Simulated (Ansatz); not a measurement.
The same calculation of BaF2, space group Fm-3m as a Python script and as an input file (Ansatz 0.2.0, Python API).

Script `scf_baf2.py`:
```python
"""SCF run for BaF2."""

from collections import Counter
import sys
import warnings

import ansatz
import numpy as np


def main() -> None:
    warnings.simplefilter("ignore", ansatz.DeckWarning)

    structure = (
        ansatz.Lattice.fcc(6.2001)
        .space_group(225)
        .atom("Ba", (0.0, 0.0, 0.0))
        .atom("F", (0.25, 0.75, 0.75))
        .primitive()
    )

    # functional, basis and sampling
    calc = (
        structure.calculation()
        .functional("pbe")
        .pseudopotentials("nc")
        .accuracy("high")
        .kpoints(5, 5, 5, center="gamma")
        .occupations("fixed")
        .density()
        .band_table()
        .stress()
    )
    try:
        result = calc.run(threads=1)
    except ansatz.NonConvergedError as error:
        sys.exit(f"no convergence: {error}")
    except ansatz.RefusalError as error:
        sys.exit(f"input refused: {error}")
    data = result.report

    print(f"free energy      {data['free_energy_ev']:.5f} eV")
    print(f"per atom         {data['free_energy_ev'] / len(result.lattice.sites):.5f} eV")
    print(f"SCF iterations   {data['n_iterations']}  (converged: {data['converged']})")

    rho = result.density()
    total = sum(ch.density_e_per_ang3 for ch in rho.channels[:2]) if len(rho.channels) < 3 else rho.channels[0].density_e_per_ang3
    print("grid", rho.dims, "electrons", round(float(total.mean() * rho.cell_volume_ang3), 4))
    profile = total.mean(axis=(0, 1))
    print("planar average along grid axis 2 (e/A^3):")
    print(np.array2string(profile[:: max(len(profile) // 16, 1)], precision=4))

    print("band  energy (eV)  occupation, at k =", data["kpoints_frac"][0])
    for band, (e, occ) in enumerate(zip(data["eigenvalues_ev"][0], data["occupations"][0]), start=1):
        print(f"{band:4d} {e:12.4f} {occ:9.4f}")

    told = Counter((n["data"]["severity"], n["data"]["kind"]) for n in result.notices if n["event"] == "notice")
    for (severity, kind), count in sorted(told.items()):
        print(f"{severity:8s} {kind} x{count}")

    # pressure is a third of the trace
    stress = np.array(data["stress_gpa"])
    print(f"pressure {np.trace(stress) / 3:.3f} GPa")
    print(np.round(stress, 3) + 0.0)


if __name__ == "__main__":
    main()
```

```console
$ python scf_baf2.py
free energy      -2134.85844 eV
per atom         -711.61948 eV
SCF iterations   10  (converged: True)
grid (60, 60, 60) electrons 24.0
planar average along grid axis 2 (e/A^3):
[0.3511 0.3702 0.4318 0.5506 0.6704 0.6401 0.5422 0.3311 0.1727 0.1022
 0.0819 0.1022 0.1727 0.3311 0.5422 0.6401 0.6704 0.5506 0.4318 0.3702]
band  energy (eV)  occupation, at k = [0.0, 0.0, 0.0]
   1     -19.8149    2.0000
   2     -15.7480    2.0000
   3     -15.6834    2.0000
   4      -4.6412    2.0000
   5      -4.6412    2.0000
   6      -4.6412    2.0000
   7       1.7037    2.0000
   8       1.7037    2.0000
   9       1.7037    2.0000
  10       3.0839    2.0000
  11       3.0839    2.0000
  12       3.0839    2.0000
  13       9.9990    0.0000
  14      12.4490    0.0000
  15      12.4490    0.0000
  16      14.6354    0.0000
audit    band_cg_iterations x1
audit    preconditioner_resolved x1
pressure 1.263 GPa
[[1.263 0.    0.   ]
 [0.    1.263 0.   ]
 [0.    0.    1.263]]
```

`input.yaml`:
```yaml
crystal:
  lattice: { bravais: fcc, a: 6.2001 }
  space_group: 225
  atoms:
    - { symbol: Ba, position: [0.0, 0.0, 0.0] }
    - { symbol: F, position: [0.25, 0.75, 0.75] }
  reduce_to_primitive: true
accuracy: high
kpoints:
  mp_grid: { grid: [5, 5, 5], shift: [0.0, 0.0, 0.0] }
hamiltonian:
  xc: pbe
  pseudopotentials: { kind: nc }
scf:
  occupations: { method: fixed }
output:
  write_density: true
  stress: true
  eigenvalues: true
```

The program run on that file:
```console
$ ansatz run input.yaml --threads 1 --pin off --max-ram 3072MiB --backend cpu --events-out ev --progress --plain --runs-dir out
crystal.space_group: 225 is read as Fm-3m: the typed cell holds Ba4F8 (Ba 4a, F 8c). Least distances (Å): Ba–Ba 4.384, Ba–F 2.685, F–F 3.100
crystal.space_group generates its sites in this order, which a site index counts, at these fractional coordinates of the primitive cell where crystal.reduce_to_primitive is true, and else of the cell that is read (crystal.supercell repeats the list replica by replica, and crystal.defects acts on that): 0: Ba [0.000000, 0.000000, 0.000000]; 1: F [0.250000, 0.250000, 0.250000]; 2: F [0.750000, 0.750000, 0.750000];
Engine: ansatz 0.2.0, x86_64-unknown-linux-gnu
Pseudopotentials: kind: nc
Pseudopotential: Ba, nc, valence charge 10, recommended cutoff 770 eV (normal), Ba.nc.azcp
Pseudopotential: F, nc, valence charge 7, recommended cutoff 1320 eV (normal), F.nc.azcp
Functional definition: PBE
  parameter kappa = 0.804
  parameter beta = 0.06672455060314922
  exchange = pbe_x(kappa = kappa, mu = beta*pi^2/3)
  correlation = pbe_c(beta = beta)
Crystal: 3 atoms, lattice volume = 59.585 Å³
Basis set: ecut = 1320 eV, 6423 PW (Γ)
Bands: 16, of which v1, the nominal top of the filled ones, is band 12 counted from 1 (11 counted from 0)
Symmetry: 48 space group operations
Space group: Fm-3m (ITA 225), of the structure as read, at distance tolerance 3.9e-5 Å
k-points: 10 of 125
Non-local potential: Ba, projectors of the file, l = 0: 2, l = 1: 2, l = 2: 2, l = 3: 2
Non-local potential: F, projectors of the file, l = 0: 2, l = 1: 2, l = 2: 1
Initial density: superposition of atomic densities (chi_scale 0.1, normalization cell, long waves kept (reshape's long-wave potential 0.00 eV rms))
Initial wavefunctions: pseudopotential atomic-orbital guess
Functional: x = pbe(κ = 0.804, μ = 0.2195149727645171), c = pbe(β = 0.06672455060314922)
SCF iter   1: F=—  HF=-2137.800414 eV  |F-HF|=—  |Δ(HF+E_count)|=         —  Δρ=1.44e-1  dr2=1.06e1  ethr=3.10e-3  ⟨swp⟩=8.4  Hψ=1121  notcnv=0  defer=16
preconditioner: auto → none  [insulator: Δε(μ)=4.384 eV  Ē_g=13.681 eV  n_scr=14 (ndim 8)  ℏωp=22.6 eV  f_vac=0.000  ε∞_Penn≈3.7]
SCF iter   2: F=—  HF=-2136.056446 eV  |F-HF|=—  |Δ(HF+E_count)|=    1.74e0  Δρ=1.08e-1  dr2=4.34e0  ethr=3.10e-3  ⟨swp⟩=5.8  Hψ=636  notcnv=0  defer=15
SCF iter   3: F=—  HF=-2134.851502 eV  |F-HF|=—  |Δ(HF+E_count)|=    1.20e0  Δρ=1.24e-2  dr2=1.31e-1  ethr=3.10e-3  ⟨swp⟩=3.1  Hψ=364  notcnv=0  defer=15
SCF iter   4: F=—  HF=-2134.858487 eV  |F-HF|=—  |Δ(HF+E_count)|=   6.99e-3  Δρ=6.36e-3  dr2=1.59e-2  ethr=5.46e-4  ⟨swp⟩=2.9  Hψ=404  notcnv=0  defer=16
SCF iter   5: F=—  HF=-2134.858539 eV  |F-HF|=—  |Δ(HF+E_count)|=   5.15e-5  Δρ=1.33e-3  dr2=7.03e-4  ethr=6.63e-5  ⟨swp⟩=4.1  Hψ=350  notcnv=0  defer=18
SCF iter   6: F=—  HF=-2134.858467 eV  |F-HF|=—  |Δ(HF+E_count)|=   7.18e-5  Δρ=8.09e-5  dr2=3.01e-6  ethr=2.93e-6  ⟨swp⟩=3.7  Hψ=367  notcnv=0  defer=17
SCF iter   7: F=—  HF=-2134.858436 eV  |F-HF|=—  |Δ(HF+E_count)|=   3.05e-5  Δρ=9.08e-5  dr2=3.16e-6  ethr=1.26e-8  ⟨swp⟩=3.8  Hψ=400  notcnv=0  defer=17
iter 8 met the thresholds in force, and the SCF goes on for the forces or the stress (scf.convergence.dr2_threshold)
SCF iter   8: F=-2134.858436 eV  HF=-2134.858436 eV  |F-HF|=1.16e-8  |Δ(HF+E_count)|=   7.73e-7  Δρ=6.67e-6  dr2=1.43e-8  ethr=4.17e-10  ⟨swp⟩=17.5  Hψ=2056  notcnv=0
SCF iter   9: F=—  HF=-2134.858436 eV  |F-HF|=—  |Δ(HF+E_count)|=   3.67e-9  Δρ=4.69e-7  dr2=5.46e-11  ethr=5.97e-11  ⟨swp⟩=2.2  Hψ=261  notcnv=0
SCF iter  10: F=-2134.858436 eV  HF=-2134.858436 eV  |F-HF|=9.09e-13  |Δ(HF+E_count)|=  2.64e-11  Δρ=1.35e-7  dr2=3.70e-12  ethr=1.00e-12  ⟨swp⟩=8.6  Hψ=1004  notcnv=0
SCF 1 converged in 10 iterations: F = -2134.858436 eV  dr2 = 3.70e-12
SCF converged after 10 iterations
Free energy (F): -2134.858436 eV
Harris-Foulkes:  -2134.858436 eV  (|F-HF|=9.09e-13)
Internal energy: -2134.858436 eV  (E = F + TS)
E sigma→0 (E₀):  -2134.858436 eV
Fermi energy:    3.175982 eV
--- Per-component energies (eV) ---
  E_band       = -100.457425
  E_kinetic    = 1130.769141
  E_local      = -1832.996475  (includes V_loc(G=0)·N_el)
  E_nonlocal   = -76.333660
  E_hartree    = 584.191242
  E_xc         = -501.547673
  E_vxc        = -490.278864  (∫ρ·V_xc dr)
  E_ewald      = -1438.941011
  E_smearing   = -0.000000  (= −TS)
  E_closure    = -0.000000  (closes the sum)
  Σ components = -2134.858436   (vs F -2134.858436, Δ=0.00e0)
--- Stress (GPa, compression-positive) ---
        1.262869      -0.000000       0.000000
       -0.000000       1.262869       0.000000
       -0.000000       0.000000       1.262869
  P = ⅓ Tr σ = 1.2629 GPa (12.629 kbar)
--- Band table (eV; the first three rows and the last of 10) ---
  k-point 0: bands = ["-19.8149", "-15.7480", "-15.6834", "-4.6412", "-4.6412", "-4.6412", "1.7037", "1.7037", "1.7037", "3.0839", "3.0839", "3.0839", "9.9990", "12.4490", "12.4490", "14.6354"]
  k-point 1: bands = ["-19.7434", "-15.7959", "-15.7600", "-4.7072", "-4.6987", "-4.6987", "1.8549", "1.8549", "2.0826", "2.8527", "3.0412", "3.0412", "10.8119", "12.4162", "12.4162", "14.1724"]
  k-point 2: bands = ["-19.6193", "-15.9560", "-15.8104", "-4.7958", "-4.7874", "-4.7874", "2.0736", "2.0736", "2.5621", "2.7133", "3.0041", "3.0041", "12.0057", "12.4266", "12.4266", "13.1470"]
  k-point 9: bands = ["-19.5397", "-15.9759", "-15.9218", "-5.0098", "-4.8374", "-4.6872", "2.0221", "2.5012", "2.5794", "2.8796", "2.8858", "3.0690", "10.8648", "12.9594", "12.9672", "13.3594"]
```

What to keep in mind:
- The settings weren't tested for convergence.
- Pressure is positive in compression.
- Grid values close to the nuclei reflect the PAW or pseudopotential construction, not the all-electron fields.
- The structure is a deposited one; some such entries were measured under pressure or heat, so a shift against it needn't be the functional's error alone.
- Levels are Kohn-Sham eigenvalues on this mesh, without spin-orbit coupling.
- Cost: of the order of 5 core-seconds.

(Lines on the test bed's own set-up are left out of the output.)
